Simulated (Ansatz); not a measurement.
This script makes relaxations under a series of pressures of Li2S, space group Fm-3m with the Ansatz DFT code, driven from Python.

`compress_li2s.py`:
```python
"""Cell of Li2S under pressure."""

import warnings

import ansatz as az
import numpy as np
import pandas as pd

def edges_and_angles(cell):
    cell = np.asarray(cell)
    a, b, c = np.linalg.norm(cell, axis=1)
    cosines = cell[1] @ cell[2] / (b * c), cell[0] @ cell[2] / (a * c), cell[0] @ cell[1] / (a * b)
    return (a, b, c, *np.degrees(np.arccos(cosines)))

warnings.simplefilter("ignore", az.DeckWarning)

xtal = (
    az.Lattice.of((0.0, 2.8445, 2.8445), (2.8445, 0.0, 2.8445), (2.8445, 2.8445, 0.0))
    .atom("Li", (0.25, 0.25, 0.25))
    .atom("Li", (0.75, 0.75, 0.75))
    .atom("S", (0.0, 0.0, 0.0))
)

model = xtal.calculation()
model = model.functional("pbe")
model = model.basis(16 * az.Ha).kpoints(mesh=(6, 6, 6))
model = model.occupations("Fixed")

# H = F + PV, with 1 GPa A^3 = 1/160.21766 eV
rows = []
for pressure in [0, 10, 20, 30, 40]:
    res = model.relax(cell=True, pressure=pressure, force_tolerance=0.03).run(threads=1)
    cell = res.lattice.cell_ang
    n_atoms = len(res.lattice.sites)
    volume = abs(np.linalg.det(cell)) / n_atoms
    enthalpy = res.report["free_energy_ev"] / n_atoms + pressure * volume / 160.21766
    rows.append((pressure, volume, enthalpy, *edges_and_angles(cell)))
    print(f"{pressure} GPa done: {volume:.4f} A^3/atom")

table = pd.DataFrame(rows, columns=["P_GPa", "V_A3_atom", "H_eV_atom", "a", "b", "c", "alpha", "beta", "gamma"])
print(table.round(4).to_string(index=False))
p, v = np.array([row[0] for row in rows], float), np.array([row[1] for row in rows])
print("mean bulk modulus between rows (GPa):", np.round(-np.diff(p) / np.diff(np.log(v)), 1))
```

Its results, one of them left out:

| P (GPa) | relaxed V (Å³/atom) |
| --- | --- |
| 0 | 15.479 |
| 10 | 12.991 |
| 20 | 11.649 |
| 30 | ? |
| 40 | 10.069 |

What volume does the cell relax to at 30 GPa?

Murnaghan's form V = V0 (1 + B' P / B0)^(-1/B') through the 4 rows shown gives V0 = 15.484 Å³, B0 = 42.3 GPa and B' = 3.28, and so 10.735 Å³ an atom at 30 GPa. The run gave 10.743 Å³, 0.08 % away.

At a fixed pressure a relaxation lowers the enthalpy F + PV, while F alone can rise. Of the deposited cell: the entry's cell lengths or inner coordinates differ somewhat from later room-temperature determinations. The structure is a deposited one; some such entries were measured under pressure or heat, so a shift against it needn't be the functional's error alone. Symmetry holds the cell in this phase, whether or not it is the stable one at each pressure. The whole script took 16 s on 1 thread of Arm Neoverse V1 (shared host), peak memory 0.38 GiB.
